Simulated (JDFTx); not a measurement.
# KF (Pm-3m) in JDFTx: convergence with k mesh

Aim: find how far k mesh must go before the results for KF settle, at RPBE. This setting moves, with any that are tied to it; all else stays.

Program: JDFTx 1.7.0 (patched build). These are calculated values, not measurements. Logs are shortened: lines on timing, memory, paths and dates and some standing lists are left out, and cuts for length are marked. The log counts tension as positive stress, the text compression.

### Step 1. The crystal as given

Symmetry: Pm-3m, No. 221, cubic system. Conventional cell: a = 3.259 Å, b = 3.259 Å, c = 3.259 Å, α = 90.00°, β = 90.00°, γ = 90.00°. Around K (site symmetry m-3m) lie 8 F at 2.82 Å. F (site symmetry m-3m) is surrounded by 8 K at 2.82 Å.

The cell comes from a database or a generator and needn't be the stable form of this composition.

### Step 2. With k mesh 1 × 1 × 1

Contents of KF.in:

```
lattice \
    6.1585324025     0.0000000000     0.0000000000 \
    0.0000000000     6.1585324025     0.0000000000 \
    0.0000000000     0.0000000000     6.1585324025
coords-type Cartesian
ion K      0.0000000000     0.0000000000     0.0000000000 1
ion F      3.0792662012     3.0792662012     3.0792662012 1

ion-species pseudo/K.upf
ion-species pseudo/F.upf
elec-cutoff 40 320
elec-ex-corr gga-x-rpbe gga-c-pbe
kpoint-folding 1 1 1
elec-smearing Fermi 0.0018374661
elec-n-bands 14
electronic-SCF nIterations 100 energyDiffThreshold 1e-09
electronic-minimize nIterations 30 energyDiffThreshold 1e-7
converge-empty-states yes
forces-output-coords Cartesian

dump-name run.$VAR
dump End Ecomponents EigStats BandEigs Kpoints Forces Stress
```

Potentials or basis: SG15-PBE-1.2.

Command:

```sh
jdftx -c 1 -i KF.in -o KF.out
```

Run time: 2.9 s. Hardware: 1 thread of AMD EPYC 9R45 (Zen 5), shared host; peak memory 0.09 GiB.

What came out:

| Item | Value |
| --- | --- |
| Free energy | -1423.4252 eV |
| Pressure | 35.8 GPa |
| Band gap on the k mesh | 5.40 eV, direct |

### Step 3. With k mesh 2 × 2 × 2

KF.in, as its differences from that of step 2:

```diff
@@ -12,3 +12,3 @@
 elec-ex-corr gga-x-rpbe gga-c-pbe
-kpoint-folding 1 1 1
+kpoint-folding 2 2 2
 elec-smearing Fermi 0.0018374661
```

Potentials or basis: SG15-PBE-1.2.

Command:

```sh
jdftx -c 1 -i KF.in -o KF.out
```

Run time: 4.6 s. Hardware: 1 thread of AMD EPYC 9R45 (Zen 5), shared host; peak memory 0.09 GiB.

What came out:

| Property | Result |
| --- | --- |
| Free energy | -1427.4016 eV |
| Pressure | 4.0 GPa |
| Band gap on the k mesh | 6.58 eV, indirect (least direct gap 6.63 eV) |

### Step 4. With k mesh 3 × 3 × 3

KF.in, as its differences from that of step 3:

```diff
@@ -12,3 +12,3 @@
 elec-ex-corr gga-x-rpbe gga-c-pbe
-kpoint-folding 2 2 2
+kpoint-folding 3 3 3
 elec-smearing Fermi 0.0018374661
```

Command:

```sh
jdftx -c 1 -i KF.in -o KF.out
```

Wall time 5.1 s (1 thread of AMD EPYC 9R45 (Zen 5), shared host); peak memory 0.1 GiB.

What came out:

```
Free energy            : -1427.4843 eV
Pressure               : 3.1 GPa
Band gap on the k mesh : 6.67 eV, direct
```

### Step 5. With k mesh 4 × 4 × 4

KF.in, as its differences from that of step 4:

```diff
@@ -12,3 +12,3 @@
 elec-ex-corr gga-x-rpbe gga-c-pbe
-kpoint-folding 3 3 3
+kpoint-folding 4 4 4
 elec-smearing Fermi 0.0018374661
```

Command:

```sh
jdftx -c 1 -i KF.in -o KF.out
```

It took 8.9 s on 1 thread of AMD EPYC 9R45 (Zen 5), shared host; peak memory 0.1 GiB.

What came out:

```
Free energy            : -1427.4875 eV
Pressure               : 3.0 GPa
Band gap on the k mesh : 6.62 eV, indirect (least direct gap 6.67 eV)
```

### Step 6. With k mesh 5 × 5 × 5

KF.in, as its differences from that of step 5:

```diff
@@ -12,3 +12,3 @@
 elec-ex-corr gga-x-rpbe gga-c-pbe
-kpoint-folding 4 4 4
+kpoint-folding 5 5 5
 elec-smearing Fermi 0.0018374661
```

Potentials or basis: SG15-PBE-1.2.

Command:

```sh
jdftx -c 1 -i KF.in -o KF.out
```

It took 8.6 s on 1 thread of AMD EPYC 9R45 (Zen 5), shared host; peak memory 0.1 GiB.

The run converged. Its results:

```yaml
Free_energy: -1427.4877 eV
Pressure: 3.0 GPa
Band_gap_on_the_k_mesh: 6.65 eV, indirect (least direct gap 6.67 eV)
```

### Step 7. With k mesh 6 × 6 × 6

KF.in, as its differences from that of step 6:

```diff
@@ -12,3 +12,3 @@
 elec-ex-corr gga-x-rpbe gga-c-pbe
-kpoint-folding 5 5 5
+kpoint-folding 6 6 6
 elec-smearing Fermi 0.0018374661
```

Command:

```sh
jdftx -c 1 -i KF.in -o KF.out
```

Run time: 15 s. Hardware: 1 thread of AMD EPYC 9R45 (Zen 5), shared host; peak memory 0.1 GiB.

Results (log left out):

| Quantity | Value |
| --- | --- |
| Free energy | -1427.4877 eV |
| Pressure | 3.0 GPa |
| Band gap on the k mesh | 6.62 eV, indirect (least direct gap 6.67 eV) |

### Step 8. With k mesh 8 × 8 × 8

KF.in, as its differences from that of step 7:

```diff
@@ -12,3 +12,3 @@
 elec-ex-corr gga-x-rpbe gga-c-pbe
-kpoint-folding 6 6 6
+kpoint-folding 8 8 8
 elec-smearing Fermi 0.0018374661
```

Command:

```sh
jdftx -c 1 -i KF.in -o KF.out
```

It took 24 s on 1 thread of AMD EPYC 9R45 (Zen 5), shared host; peak memory 0.12 GiB.

The run converged. Its results:

* Free energy: -1427.4877 eV
* Pressure: 3.0 GPa
* Band gap on the k mesh: 6.62 eV, indirect (least direct gap 6.67 eV)

### Step 9. With k mesh 10 × 10 × 10

KF.in, as its differences from that of step 8:

```diff
@@ -12,3 +12,3 @@
 elec-ex-corr gga-x-rpbe gga-c-pbe
-kpoint-folding 8 8 8
+kpoint-folding 10 10 10
 elec-smearing Fermi 0.0018374661
```

Potentials or basis: SG15-PBE-1.2.

Command:

```sh
jdftx -c 1 -i KF.in -o KF.out
```

The program printed:

```text
*************** JDFTx 1.7.0 (patched build) ***************

[... 5 lines left out ...]
Found 48 point-group symmetries of the bravais lattice
Found 48 space-group symmetries with basis
Applied RMS atom displacement 4.33015e-11 bohrs to make symmetries exact.

---------- Initializing the Grid ----------
R =
[      6.15853            0            0  ]
[            0      6.15853            0  ]
[            0            0      6.15853  ]
unit cell volume = 233.578
G =
[    1.02024          0          0  ]
[          0    1.02024          0  ]
[          0          0    1.02024  ]
Minimum fftbox size, Smin = [  52  52  52  ]
Chosen fftbox size, S = [  54  54  54  ]

---------- Initializing tighter grid for wavefunction operations ----------
R =
[      6.15853            0            0  ]
[            0      6.15853            0  ]
[            0            0      6.15853  ]
unit cell volume = 233.578
G =
[    1.02024          0          0  ]
[          0    1.02024          0  ]
[          0          0    1.02024  ]
Minimum fftbox size, Smin = [  36  36  36  ]
Chosen fftbox size, S = [  36  36  36  ]

---------- Exchange Correlation functional ----------
Initialized LibXC exchange functional 'Hammer, Hansen, and Norskov'
Initialized LibXC correlation functional 'Perdew, Burke & Ernzerhof'

---------- Setting up pseudopotentials ----------
Width of ionic core gaussian charges (only for fluid interactions / plotting) set to 0

Reading pseudopotential file 'pseudo/K.upf':
  'K' pseudopotential, 'PBE' functional
  Generated using ONCVPSP code by D. R. Hamann
  9 valence electrons, 0 orbitals, 6 projectors, 602 radial grid points, with lMax = 2
  Core radius for overlap checks: 2.06 bohrs.

Reading pseudopotential file 'pseudo/F.upf':
  'F' pseudopotential, 'PBE' functional
  Generated using ONCVPSP code by D. R. Hamann
  7 valence electrons, 0 orbitals, 4 projectors, 602 radial grid points, with lMax = 1
  Core radius for overlap checks: 1.46 bohrs.

Initialized 2 species with 2 total atoms.

Folded 1 k-points by 10x10x10 to 1000 k-points.

---------- Setting up k-points, bands, fillings ----------
Reduced to 56 k-points under symmetry.
Computing the number of bands and number of electrons
Calculating initial fillings.
nElectrons:  16.000000   nBands: 14   nStates: 56

----- Setting up reduced wavefunction bases (one per k-point) -----
average nbasis = 2821.487 , ideal nbasis = 2822.381

---------- Setting up ewald sum ----------
Optimum gaussian width for ewald sums = 2.188848 bohr.
Real space sum over 1331 unit cells with max indices [  5  5  5  ]
Reciprocal space sum over 2197 terms with max indices [  6  6  6  ]

---------- Allocating electronic variables ----------
Initializing wave functions:  (No orbitals for LCAO)  bandwidth-limited random numbers

Setting the auxilliary hamiltonian equal to the subspace hamiltonian.

-------- Electronic minimization -----------
Will mix electronic density at each iteration.
	FillingsUpdate:  mu: +0.683872690  nElectrons: 16.000000
	FillingsUpdate:  mu: -0.100000000  nElectrons: 16.000000
SCF: Cycle:  0   F: -49.774957507975216   dF: -1.664e+01   |Residual|: 2.755e+00   |deigs|: 1.295e+00
	FillingsUpdate:  mu: -0.100000000  nElectrons: 16.000000
SCF: Cycle:  1   F: -50.033943364305109   dF: -2.590e-01   |Residual|: 2.226e+00   |deigs|: 3.748e-01
	FillingsUpdate:  mu: +0.454521851  nElectrons: 16.000000
SCF: Cycle:  2   F: -47.535908334565846   dF: +2.498e+00   |Residual|: 2.148e+00   |deigs|: 8.993e-01
	FillingsUpdate:  mu: +0.058060567  nElectrons: 16.000000
SCF: Cycle:  3   F: -52.411088371216046   dF: -4.875e+00   |Residual|: 3.823e-01   |deigs|: 2.339e-01
	FillingsUpdate:  mu: +0.148378605  nElectrons: 16.000000
SCF: Cycle:  4   F: -52.435206781831972   dF: -2.412e-02   |Residual|: 3.748e-01   |deigs|: 4.827e-02
	FillingsUpdate:  mu: +0.187466787  nElectrons: 16.000000
SCF: Cycle:  5   F: -52.449987734094492   dF: -1.478e-02   |Residual|: 8.980e-02   |deigs|: 5.056e-02
	FillingsUpdate:  mu: +0.204476105  nElectrons: 16.000000
SCF: Cycle:  6   F: -52.445117737919247   dF: +4.870e-03   |Residual|: 1.206e-01   |deigs|: 2.382e-02
	FillingsUpdate:  mu: +0.151092774  nElectrons: 16.000000
SCF: Cycle:  7   F: -52.457235786849189   dF: -1.212e-02   |Residual|: 6.865e-02   |deigs|: 2.905e-02
	FillingsUpdate:  mu: +0.168737374  nElectrons: 16.000000
SCF: Cycle:  8   F: -52.459086514213013   dF: -1.851e-03   |Residual|: 1.509e-02   |deigs|: 9.508e-03
	FillingsUpdate:  mu: +0.169164060  nElectrons: 16.000000
SCF: Cycle:  9   F: -52.459004367005321   dF: +8.215e-05   |Residual|: 1.267e-02   |deigs|: 1.947e-03
	FillingsUpdate:  mu: +0.163714436  nElectrons: 16.000000
SCF: Cycle: 10   F: -52.459199593913596   dF: -1.952e-04   |Residual|: 4.079e-03   |deigs|: 2.845e-03
	FillingsUpdate:  mu: +0.162885817  nElectrons: 16.000000
SCF: Cycle: 11   F: -52.459204375046063   dF: -4.781e-06   |Residual|: 1.573e-03   |deigs|: 8.238e-04
	FillingsUpdate:  mu: +0.162886336  nElectrons: 16.000000
SCF: Cycle: 12   F: -52.459204669235277   dF: -2.942e-07   |Residual|: 1.254e-03   |deigs|: 6.592e-05
	FillingsUpdate:  mu: +0.163062217  nElectrons: 16.000000
SCF: Cycle: 13   F: -52.459205353881678   dF: -6.846e-07   |Residual|: 4.215e-04   |deigs|: 9.897e-05
	FillingsUpdate:  mu: +0.163124753  nElectrons: 16.000000
SCF: Cycle: 14   F: -52.459205461956834   dF: -1.081e-07   |Residual|: 1.638e-04   |deigs|: 3.337e-05
	FillingsUpdate:  mu: +0.163178935  nElectrons: 16.000000
SCF: Cycle: 15   F: -52.459205487684613   dF: -2.573e-08   |Residual|: 2.056e-05   |deigs|: 2.911e-05
	FillingsUpdate:  mu: +0.163174252  nElectrons: 16.000000
SCF: Cycle: 16   F: -52.459205489911980   dF: -2.227e-09   |Residual|: 1.406e-05   |deigs|: 4.496e-06
	FillingsUpdate:  mu: +0.163172720  nElectrons: 16.000000
SCF: Cycle: 17   F: -52.459205490324081   dF: -4.121e-10   |Residual|: 1.529e-05   |deigs|: 1.095e-05
	FillingsUpdate:  mu: +0.163172630  nElectrons: 16.000000
SCF: Cycle: 18   F: -52.459205490400180   dF: -7.610e-11   |Residual|: 1.960e-05   |deigs|: 1.214e-05
SCF: Converged (|Delta E|<1.000000e-09 for 2 iters).

Setting wave functions to eigenvectors of Hamiltonian
Converging empty states (this may take a while): |deigs|: 4.003e-04

# Stress tensor in Cartesian coordinates [Eh/a0^3]:
[ -0.000103432            0            0  ]
[            0 -0.000103432            0  ]
[            0            0 -0.000103432  ]

# Ionic positions in cartesian coordinates:
ion K  -0.000000000025000  -0.000000000025000  -0.000000000025000 1
ion F   3.079266201224999   3.079266201224999   3.079266201224999 1

# Forces in Cartesian coordinates:
force K  -0.000000000000000  -0.000000000000000  -0.000000000000000 1
force F   0.000000000000000   0.000000000000000   0.000000000000000 1

# Energy components:
   Eewald =      -38.1497225187334763
       EH =       12.9057393257078754
     Eloc =      -38.7430414926608151
      Enl =       -5.4230764743568338
      Exc =       -9.0944593923966277
       KE =       26.0453550620397039
-------------------------------------
     Etot =      -52.4592054904001799
       TS =        0.0000000000000009
-------------------------------------
        F =      -52.4592054904001799

IonicMinimize: Iter:   0  F: -52.459205490400180  |grad|_K:       -nan
IonicMinimize: None of the convergence criteria satisfied after 0 iterations.

Dumping 'run.eigStats' ...
	eMin: -0.890627 at state 0 ( [ +0.000000 +0.000000 +0.000000 ] spin 0 )
	HOMO: +0.107620 at state 20 ( [ +0.000000 +0.500000 +0.500000 ] spin 0 )
	mu  : +0.163162
	LUMO: +0.350977 at state 0 ( [ +0.000000 +0.000000 +0.000000 ] spin 0 )
	eMax: +0.677719 at state 55 ( [ +0.500000 +0.500000 +0.500000 ] spin 0 )
	HOMO-LUMO gap: +0.243357
	Optical gap  : +0.245240 at state 0 ( [ +0.000000 +0.000000 +0.000000 ] spin 0 )
Done!
[note: mu as printed may lie anywhere between the filled and the empty levels]
```

Wall time 38 s (1 thread of AMD EPYC 9R45 (Zen 5), shared host); peak memory 0.14 GiB.

What came out:

| Quantity | Value |
| --- | --- |
| Free energy | -1427.4877 eV |
| Pressure | 3.0 GPa |
| Band gap on the k mesh | 6.62 eV, indirect (least direct gap 6.67 eV) |

### Step 10. Summary

```tsv
k mesh	energy less the tightest run, at zero smearing (meV/atom)	pressure (GPa)	gap on the mesh (eV)	SCF cycles	CPU time (s)	peak memory (GiB)
1 × 1 × 1	2031.23	35.80	5.403	21	2.7	0.09
2 × 2 × 2	43.04	4.01	6.577	18	4.6	0.09
3 × 3 × 3	1.70	3.08	6.670	23	5.1	0.1
4 × 4 × 4	0.10	3.04	6.622	19	8.9	0.1
5 × 5 × 5	0.01	3.04	6.650	20	8.6	0.1
6 × 6 × 6	0.00	3.04	6.622	19	15	0.1
8 × 8 × 8	0.00	3.04	6.622	19	24	0.12
10 × 10 × 10	0.00	3.04	6.622	19	38	0.14
```

Against the tightest run, the energy stays within 1 meV/atom from 4 × 4 × 4 on; the pressure stays within 0.1 GPa from 3 × 3 × 3 on; the gap on the mesh stays within 0.01 eV from 6 × 6 × 6 on. Meshes of other sizes hit other points, so gaps and Fermi surfaces needn't settle smoothly. The tightest run that finished is the yardstick and may itself not be fully converged.

Caveats: the potentials were made for another functional, which shifts forces and pressure.
